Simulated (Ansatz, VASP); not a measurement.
## One calculation of Ti, two programs

```
Ti
1.0
     2.93580    0.00000    0.00000
    -1.46790    2.54247    0.00000
     0.00000    0.00000   21.63619
Ti
3
Direct
  0.33333 0.66667 0.39286
  0.66667 0.33333 0.49509
  0.33333 0.66667 0.59728
```

Alike in both runs: functional r2SCAN; k mesh 12 × 12 × 1; occupations gaussian, width 0.1 eV; no spin polarisation.

Ansatz relaxed the structure, and its values are those at the end. VASP's run is a single point on that final structure, the one shown.

```csv
,VASP,Ansatz
version,VASP 6.6.1,Ansatz 0.2.0
potentials or method,"VASP PAW PBE potentials, release 64 (Ti_sv)","scalar-relativistic, plane waves, PAW"
plane-wave cutoff (eV),520,500
valence electrons in the cell,36,36
```

```csv
,VASP,Ansatz,Ansatz less VASP
gap on the k mesh at the Fermi level (eV),none,none,-
rms of the force components (eV/Å),0.014,0.001,-0.0131
```

A gap of «none» marks a metal or a gap that the smearing closes. Ansatz warned: «xc_potential_rough_in_thin_density».

Caveats: the PAW data sets were made with another functional, which shifts forces and pressure a little (VASP).
